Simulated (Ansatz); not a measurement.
A run of Ansatz 0.2.0 is set up as follows.

File input.yaml:

```yaml
crystal:
  lattice:
    - [0.0, 2.454822, 2.454822]
    - [2.454822, 0.0, 2.454822]
    - [2.454822, 2.454822, 0.0]
  atoms:
    - { symbol: Hf, position: [0.0, 0.0, 0.0] }
    - { symbol: "N", position: [0.25, 0.25, 0.25] }
hamiltonian:
  xc: lda
  pseudopotentials: { kind: paw }
kpoints:
  mp_grid: { grid: [5, 5, 5] }
  band_path:
    path:
      - [[0.0, 0.0, 0.0], [0.5, 0.0, 0.5], [0.5, 0.25, 0.75], [0.375, 0.375, 0.75], [0.0, 0.0, 0.0], [0.5, 0.5, 0.5], [0.625, 0.25, 0.625], [0.5, 0.25, 0.75], [0.5, 0.5, 0.5], [0.375, 0.375, 0.75]]
      - [[0.625, 0.25, 0.625], [0.5, 0.0, 0.5]]
    npoints: 14
scf:
  occupations: { method: fermi_dirac, width: 0.05 }
  n_extra_bands: 6
output:
  forces: true
  stress: true
  eigenvalues: true
  fatbands: true
```

Potentials or basis: Ansatz PAW.

Launch:

```console
$ ansatz run input.yaml --threads 2 --pin off --max-ram 5632MiB --backend cpu --events-out ev --progress --plain --runs-dir out
```

Predict the pressure.

-9.1 GPa.

Estimate the band gap on the k mesh.

none (metal or under the smearing width).

Levels at the corners of the path, in eV from the Fermi level:
| point | band 13 | band 14 | band 15 | band 16 | band 17 | band 18 | band 19 | band 20 |
| --- | --- | --- | --- | --- | --- | --- | --- | --- |
| Γ | -5.54 | -5.54 | -5.54 | -0.67 | 2.03 | 2.03 | 6.45 | 6.45 |
| X | -7.00 | -3.68 | -3.68 | -1.20 | 2.00 | 3.81 | 4.50 | 4.50 |
| W | -5.74 | -5.17 | -3.64 | -1.36 | 1.24 | 3.39 | 4.90 | 6.38 |
| K | -6.28 | -4.31 | -4.06 | -1.23 | 2.03 | 2.48 | 5.57 | 5.72 |
| Γ | -5.54 | -5.54 | -5.54 | -0.67 | 2.03 | 2.03 | 6.45 | 6.45 |
| L | -5.80 | -4.96 | -4.96 | 1.45 | 2.54 | 2.54 | 4.16 | 5.11 |
| U | -6.28 | -4.31 | -4.06 | -1.23 | 2.03 | 2.48 | 5.57 | 5.72 |
| W | -5.74 | -5.17 | -3.64 | -1.36 | 1.24 | 3.39 | 4.90 | 6.38 |
| L | -5.80 | -4.96 | -4.96 | 1.45 | 2.54 | 2.54 | 4.16 | 5.11 |
| K | -6.28 | -4.31 | -4.06 | -1.23 | 2.03 | 2.48 | 5.57 | 5.72 |
| U | -6.28 | -4.31 | -4.06 | -1.23 | 2.03 | 2.48 | 5.57 | 5.72 |
| X | -7.00 | -3.68 | -3.68 | -1.20 | 2.00 | 3.81 | 4.50 | 4.50 |

Caveat: the k mesh is coarse (spacing up to 0.44 Å⁻¹), so the values aren't converged; the pressure holds a Pulay correction of +0.5 GPa for the finite cutoff; spin-orbit coupling is left out, which moves the levels of the heavy elements; the PAW data sets come from PBE, with cores solved anew for the run's functional, which leaves a small shift of forces and pressure.
